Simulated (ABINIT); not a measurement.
# W (Im-3m) in ABINIT: settings compared

The runs below take W through equation of state, band structure, with LDA, PBEsol, BP86+D3.

Program: ABINIT 10.8.3 (patched build). These are calculated values, not measurements. Logs are shortened: lines on timing, memory, paths and dates and some standing lists are left out, and cuts for length are marked. The log counts tension as positive stress, the text compression.

## 1. Starting point

The structure is cubic, space group Im-3m (No. 229). Conventional cell: a = 3.165 Å, b = 3.165 Å, c = 3.165 Å, α = 90.00°, β = 90.00°, γ = 90.00°. W (site symmetry m-3m) has 8 W at 2.74 Å as nearest neighbours.

## 2. Equation of state, LDA

Input file run.abi:

```
ndtset 7
getwfk -1
scalecart1 3*0.9795861087
scalecart2 3*0.9864848297
scalecart3 3*0.9932883884
scalecart4 3*1.0000000000
scalecart5 3*1.0066227096
scalecart6 3*1.0131594038
scalecart7 3*1.0196128224

pp_dirpath "./"
pseudos "W.hgh"

acell 5.1791760466 5.1791760466 5.1791760466
rprim
    -0.5773502692     0.5773502692     0.5773502692
     0.5773502692    -0.5773502692     0.5773502692
     0.5773502692     0.5773502692    -0.5773502692
ntypat 1
znucl 74
natom 1
typat 1
xred
     0.0000000000     0.0000000000     0.0000000000

ecut 16.0

kptopt 1
ngkpt 12 12 12
nshiftk 1
shiftk 0.0 0.0 0.0

ixc 7

nband 7
occopt 3
tsmear 0.05 eV

nstep 100
tolvrs 1.0e-10

iomode 3
prtwf 1
prtden 0
prteig 0
prtebands 0
enunit 1
```

Potentials or basis: HGH LDA.

Run with:

```console
$ abinit run.abi > log 2>&1
```

run.abo:

```text
.Version 10.8.3 of ABINIT
 DATASET    1 : space group Im -3 m (#229); Bravais cI (body-center cubic)
================================================================================
 Values of the parameters that define the memory need for DATASET  1.
     intxc =       0    ionmov =       0      iscf =       7    lmnmax =       6
     lnmax =       6     mgfft =      20  mpssoang =       3    mqgrid =    3001
     natom =       1  nloc_mem =       1    nspden =       1   nspinor =       1
    nsppol =       1      nsym =      48    n1xccc =       0    ntypat =       1
    occopt =       3   xclevel =       1
       mpw =         321          nfft =        8000          nkpt =          72
================================================================================
================================================================================
[... 61 lines left out ...]
 DATASET    7 : space group Im -3 m (#229); Bravais cI (body-center cubic)
================================================================================
 Values of the parameters that define the memory need for DATASET  7.
     intxc =       0    ionmov =       0      iscf =       7    lmnmax =       6
     lnmax =       6     mgfft =      20  mpssoang =       3    mqgrid =    3001
     natom =       1  nloc_mem =       1    nspden =       1   nspinor =       1
    nsppol =       1      nsym =      48    n1xccc =       0    ntypat =       1
    occopt =       3   xclevel =       1
       mpw =         364          nfft =        8000          nkpt =          72
================================================================================
================================================================================

--------------------------------------------------------------------------------
------------- Echo of variables that govern the present computation ------------
--------------------------------------------------------------------------------
 -outvars: echo values of preprocessed input variables --------
            acell      5.1791760466E+00  5.1791760466E+00  5.1791760466E+00 Bohr
              amu      1.83850000E+02
             ecut      1.60000000E+01 Hartree
           enunit           1
           getwfk          -1
                       outvar_i_n : Printing only first  50 k-points.
              ixc           7
           jdtset        1    2    3    4    5    6    7
                       outvar_i_n : Printing only first  50 k-points.
         kptrlatt       12    0    0      0   12    0      0    0   12
          kptrlen1     6.08813869E+01
          kptrlen2     6.13101432E+01
          kptrlen3     6.17329851E+01
          kptrlen4     6.21501126E+01
          kptrlen5     6.25617147E+01
          kptrlen6     6.29679710E+01
          kptrlen7     6.33690517E+01
            natom           1
[... 30 lines left out ...]
            rprim7    -5.8867373749E-01  5.8867373749E-01  5.8867373749E-01
                       5.8867373749E-01 -5.8867373749E-01  5.8867373749E-01
                       5.8867373749E-01  5.8867373749E-01 -5.8867373749E-01
          spgroup         229
           tolvrs      1.00000000E-10
           tsmear      1.83746611E-03 Hartree
            typat      1
                       outvars : Printing only first  50 k-points.
            znucl       74.00000

================================================================================

 chkinp: Checking input parameters for consistency, jdtset=   1.

 chkinp: Checking input parameters for consistency, jdtset=   2.
[... 33 lines left out ...]
 getcut: wavevector=  0.0000  0.0000  0.0000  ngfft=  20  20  20
         ecut(hartree)=     16.000   => boxcut(ratio)=   2.19475

--- Pseudopotential description ------------------------------------------------
- pspini: atom type   1  psp file is ./W.hgh
    3    1    2    0      2001   0.00000      pspcod,pspxc,lmax,lloc,mmax,r2well

 pspatm : COMMENT -
  the projectors are not normalized,
  so that the KB energies are not consistent with
  definition in PRB44, 8503 (1991).
  However, this does not influence the results obtained hereafter.

   2.59484054E+02                                ecore*ucvol(ha*bohr**3)
--------------------------------------------------------------------------------

================================================================================

--- !BeginCycle
iteration_state: {dtset: 1, }
solver: {iscf: 7, nstep: 100, nline: 4, wfoptalg: 0, }
tolerances: {tolvrs: 1.00E-10, }
...
[... 918 lines left out ...]
-Cartesian components of stress tensor (GPa)         [Pressure= -2.3895E+01 GPa]
- sigma(1 1)=  2.38945084E+01  sigma(3 2)=  0.00000000E+00
- sigma(2 2)=  2.38945084E+01  sigma(3 1)=  0.00000000E+00
- sigma(3 3)=  2.38945084E+01  sigma(2 1)=  0.00000000E+00

== END DATASET(S) ==============================================================
================================================================================

 -outvars: echo values of variables after computation  --------
            acell      5.1791760466E+00  5.1791760466E+00  5.1791760466E+00 Bohr
           etotal1    -7.7850189449E+00
           etotal2    -7.7856349564E+00
           etotal3    -7.7857408812E+00
           etotal4    -7.7853816465E+00
           etotal5    -7.7846040129E+00
           etotal6    -7.7834476728E+00
           etotal7    -7.7819501110E+00
            fcart1    -0.0000000000E+00 -0.0000000000E+00 -0.0000000000E+00
            fcart2    -0.0000000000E+00 -0.0000000000E+00 -0.0000000000E+00
            fcart3    -0.0000000000E+00 -0.0000000000E+00 -0.0000000000E+00
            fcart4    -0.0000000000E+00 -0.0000000000E+00 -0.0000000000E+00
            fcart5    -0.0000000000E+00 -0.0000000000E+00 -0.0000000000E+00
            fcart6    -0.0000000000E+00 -0.0000000000E+00 -0.0000000000E+00
            fcart7    -0.0000000000E+00 -0.0000000000E+00 -0.0000000000E+00
            rprim1    -5.6556430356E-01  5.6556430356E-01  5.6556430356E-01
                       5.6556430356E-01 -5.6556430356E-01  5.6556430356E-01
                       5.6556430356E-01  5.6556430356E-01 -5.6556430356E-01
[... 17 lines left out ...]
                       5.8867373749E-01  5.8867373749E-01 -5.8867373749E-01
           strten1    -3.6808472487E-04 -3.6808472487E-04 -3.6808472487E-04
                       0.0000000000E+00  0.0000000000E+00  0.0000000000E+00
           strten2    -1.1880969767E-04 -1.1880969767E-04 -1.1880969767E-04
                       0.0000000000E+00  0.0000000000E+00  0.0000000000E+00
           strten3     1.0626856704E-04  1.0626856704E-04  1.0626856704E-04
                       0.0000000000E+00  0.0000000000E+00  0.0000000000E+00
           strten4     3.1012171157E-04  3.1012171157E-04  3.1012171157E-04
                       0.0000000000E+00  0.0000000000E+00  0.0000000000E+00
           strten5     4.9454588789E-04  4.9454588789E-04  4.9454588789E-04
                       0.0000000000E+00  0.0000000000E+00  0.0000000000E+00
           strten6     6.6139762643E-04  6.6139762643E-04  6.6139762643E-04
                       0.0000000000E+00  0.0000000000E+00  0.0000000000E+00
           strten7     8.1215783306E-04  8.1215783306E-04  8.1215783306E-04
                       0.0000000000E+00  0.0000000000E+00  0.0000000000E+00
 Calculation completed.
```

Run time: 18 s. Hardware: 1 thread of Arm Neoverse V1, shared host; peak memory 0.12 GiB.

Results:

```yaml
Equilibrium_volume: 15.44 Å³/atom
Bulk_modulus: 319 GPa
Pressure_derivative_of_the_bulk_modulus: 3.9
```

Energy against volume, from the lowest point:
| volume (Å³/atom) | energy (meV/atom) |
| --- | --- |
| 14.897 | 19.64 |
| 15.214 | 2.88 |
| 15.531 | 0.00 |
| 15.848 | 9.78 |
| 16.165 | 30.94 |
| 16.482 | 62.40 |
| 16.798 | 103.15 |

Caveat: the cutoff is too short for stress, so the log's stress isn't used; pressures at fixed basis lie under the slope of the energies; HGH potentials are hard and often keep d shells in the core, so these values are rough. LDA usually gives volumes a few per cent too small.

## 3. Band structure, PBEsol, spin-orbit coupling, no magnetisation

Input file run.abi:

```
ndtset 2

pp_dirpath "./"
pseudos "W.GGA_PBE-JTH.xml"

acell 5.1791760466 5.1791760466 5.1791760466
rprim
    -0.5773502692     0.5773502692     0.5773502692
     0.5773502692    -0.5773502692     0.5773502692
     0.5773502692     0.5773502692    -0.5773502692
ntypat 1
znucl 74
natom 1
typat 1
xred
     0.0000000000     0.0000000000     0.0000000000

ecut 15.0
pawecutdg 30.0

ixc -116133

occopt 3
tsmear 0.05 eV

nspinor 2
nspden 1
pawspnorb 1

nstep 100

iomode 3
prtwf 0
prteig 0
prtebands 0
enunit 1
prtden1 1
prtvha1 1
prtvclmb1 1
prtpot1 1

kptopt1 4
ngkpt1 12 12 12
nshiftk1 1
shiftk1 0.0 0.0 0.0
nband1 22
tolvrs1 1.0e-9

iscf2 -2
getden2 1
nband2 30
nbdbuf2 2
tolwfr2 1.0e-12
kptopt2 -5
ndivsm2 6
prteig2 1
kptbounds2
     0.0000000000     0.0000000000     0.0000000000
     0.5000000000    -0.5000000000     0.5000000000
     0.0000000000     0.0000000000     0.5000000000
     0.0000000000     0.0000000000     0.0000000000
     0.2500000000     0.2500000000     0.2500000000
     0.5000000000    -0.5000000000     0.5000000000
```

Potentials or basis: JTH PAW PBE v2.0.

Run with:

```console
$ abinit run.abi > log 2>&1
```

It took 52 s on 1 thread of Arm Neoverse V1, shared host; peak memory 0.11 GiB.

Results (log left out):

| Quantity | Value |
| --- | --- |
| Free energy | -1881.1204 eV |
| Band gap on the k mesh | none (metal or under the smearing width) |
| Valence electrons inside the program's atomic spheres | W 11.77 (radii [1.2763] Å) |

Levels at the corners of the path, in eV from the Fermi level:
| point | band 11 | band 12 | band 13 | band 14 | band 15 | band 16 | band 17 | band 18 |
| --- | --- | --- | --- | --- | --- | --- | --- | --- |
| Γ | -1.38 | -1.38 | -1.38 | -1.38 | -0.87 | -0.87 | 2.33 | 2.33 |
| H | -5.81 | -5.81 | 4.99 | 4.99 | 4.99 | 4.99 | 5.71 | 5.71 |
| N | -3.54 | -3.54 | 0.79 | 0.79 | 2.16 | 2.16 | 3.17 | 3.17 |
| Γ | -1.38 | -1.38 | -1.38 | -1.38 | -0.87 | -0.87 | 2.33 | 2.33 |
| P | -2.72 | -2.72 | -2.72 | -2.72 | 3.33 | 3.33 | 3.33 | 3.33 |
| H | -5.81 | -5.81 | 4.99 | 4.99 | 4.99 | 4.99 | 5.71 | 5.71 |

Caveat: the cutoff is too short for stress, so the log's stress isn't used; the PAW data sets were made with another functional, which shifts forces and pressure a little.

## 4. Equation of state, PBEsol

Input file run.abi:

```
ndtset 7
getwfk -1
scalecart1 3*0.9795861087
scalecart2 3*0.9864848297
scalecart3 3*0.9932883884
scalecart4 3*1.0000000000
scalecart5 3*1.0066227096
scalecart6 3*1.0131594038
scalecart7 3*1.0196128224

pp_dirpath "./"
pseudos "W.GGA_PBE-JTH.xml"

acell 2.7407019351 2.7407019351 2.7407019351 Angstrom
rprim
    -0.5773502692     0.5773502692     0.5773502692
     0.5773502692    -0.5773502692     0.5773502692
     0.5773502692     0.5773502692    -0.5773502692
ntypat 1
znucl 74
natom 1
typat 1
xred
     0.0000000000     0.0000000000     0.0000000000

ecut 571.439111 eV
pawecutdg 42.0

kptopt 1
ngkpt 12 12 12
nshiftk 1
shiftk 0.0 0.0 0.0

ixc -116133

nband 11
occopt 3
tsmear 0.05 eV

nstep 100
tolvrs 1.0e-9

iomode 3
prtwf 1
prtden 0
prteig 0
prtebands 0
enunit 2
```

Run with:

```console
$ abinit run.abi > log 2>&1
```

It took 77 s on 1 thread of Arm Neoverse V1, shared host; peak memory 0.13 GiB.

It converged, with:

```yaml
Equilibrium_volume: 15.74 Å³/atom
Bulk_modulus: 319 GPa
Pressure_derivative_of_the_bulk_modulus: 3.8
```

Energy against volume, from the lowest point:
```
volume (Å³/atom)  energy (meV/atom)
          14.897              48.49
          15.214              17.85
          15.531               2.17
          15.848               0.00
          16.165              10.16
          16.482              31.54
          16.798              63.01
```

Caveat: pressures at fixed basis lie under the slope of the energies; the PAW data sets were made with another functional, which shifts forces and pressure a little.

## 5. Equation of state, BP86+D3

Edit run.abi of step 4 so:

```diff
@@ -13,3 +13,3 @@
 
-acell 2.7407019351 2.7407019351 2.7407019351 Angstrom
+acell 5.1791760466 5.1791760466 5.1791760466
 rprim
@@ -25,4 +25,4 @@
 
-ecut 571.439111 eV
-pawecutdg 42.0
+ecut 408.170794 eV
+pawecutdg 30.0
 
@@ -33,3 +33,4 @@
 
-ixc -116133
+ixc -106132
+vdw_xc 6
 
@@ -37,3 +38,3 @@
 occopt 3
-tsmear 0.05 eV
+tsmear 0.00183747
 
@@ -47,2 +48 @@
 prtebands 0
-enunit 2
```

Run with:

```console
$ abinit run.abi > log 2>&1
```

It took 44 s on 1 thread of Arm Neoverse V1, shared host; peak memory 0.13 GiB.

The run converged. Its results:

```
Equilibrium volume                      : 15.39 Å³/atom
Bulk modulus                            : 340 GPa
Pressure derivative of the bulk modulus : 4.1 (rough: it moves with the points fitted)
```

Energy against volume, from the lowest point:
```csv
volume (Å³/atom),energy (meV/atom)
14.897,16.43
15.214,0.77
15.531,0.00
15.848,12.39
16.165,36.68
16.482,71.63
16.798,116.49
```

Caveat: the cutoff is too short for stress, so the log's stress isn't used; pressures at fixed basis lie under the slope of the energies; the PAW data sets were made with another functional, which shifts forces and pressure a little. Spin-orbit coupling is left out, which matters for the levels of W.

## 6. Overview

```csv
task,level,spin,cutoff (eV),fine-grid cutoff,V0 of scaled cells (Å³/atom),B0 (GPa)
band structure,PBEsol,"SOC, no magnetisation",408,816.342 eV,-,-
equation of state,PBEsol,off,571,1142.88 eV,15.74,319
equation of state,BP86+D3,off,408,816.342 eV,15.39,340
```

Alike in all rows: potentials or basis JTH PAW PBE v2.0; cell as given; k mesh 12 × 12 × 12; smearing fermi-dirac 0.05 eV.

Caveats: the PAW data sets were made with another functional, which shifts forces and pressure a little; pressures at fixed basis lie under the slope of the energies (some runs).

Absolute energies hang on the potentials; compare differences alone.
